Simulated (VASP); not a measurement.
# Al: relaxation of cell and atoms with LDA

Al:

```
CELL_PARAMETERS angstrom
0.00000 2.02481 2.02481
2.02481 0.00000 2.02481
2.02481 2.02481 0.00000
ATOMIC_POSITIONS crystal
Al 0.00000 0.00000 0.00000
```

* Program: VASP 6.6.1
* Task: relaxation of cell and atoms
* Functional: LDA
* Potentials or basis: VASP PAW LDA potentials, release 64 (Al)
* Cutoff: 600 eV
* k mesh: 16 × 16 × 16
* Occupations: methfessel-paxton, width 0.1 eV
* Spin: no spin polarisation
* Further INCAR settings: ALGO = Normal; EDIFF = 1e-06; IBRION = 2; EDIFFG = -0.01; NSW = 90; ISIF = 3

```json
{
 "Relaxed volume": "15.81 Å³/atom",
 "Relaxed cell": "a = 2.817 Å, b = 2.817 Å, c = 2.817 Å, α = 60.00°, β = 60.00°, γ = 60.00°",
 "Space group after relaxing (to 0.05 Å)": "Fm-3m (No. 225)",
 "Energy gained by relaxing": "9.6 meV/atom",
 "Ionic steps": "3",
 "Pressure after relaxing": "0.0 GPa",
 "Band gap on the k mesh": "none (metal or under the smearing width)"
}
```

Step by step:
```tsv
step	energy change (eV)	largest force (eV/Å)	pressure (GPa)	volume (Å³)
1	0.0000	0.0000	-3.74	16.60
2	-0.0093	0.0000	0.71	15.69
3	-0.0096	0.0000	0.01	15.81
```

Final structure:
```
Al
1.0
     0.00000    1.99224    1.99224
     1.99224    0.00000    1.99224
     1.99224    1.99224    0.00000
Al
1
Direct
  0.00000 0.00000 0.00000
```

Levels at points of the mesh, in eV from the Fermi level:
| k point | band 1 | band 2 | band 3 | band 4 |
| --- | --- | --- | --- | --- |
| (0.00, 0.00, 0.00) | -11.43 | 12.77 | 12.77 | 12.77 |
| (0.50, 0.00, 0.00) | -4.75 | -4.48 | 11.60 | 11.60 |
| (0.50, 0.50, 0.00) | -3.03 | -1.65 | 5.27 | 5.70 |

It took 7.8 s on 1 thread of Intel(R) Xeon(R) Platinum 8488C (Sapphire Rapids), with other jobs on the host, peak memory 0.13 GiB.

LDA usually gives volumes a few per cent too small. Zero-point motion and thermal expansion aren't in these numbers.
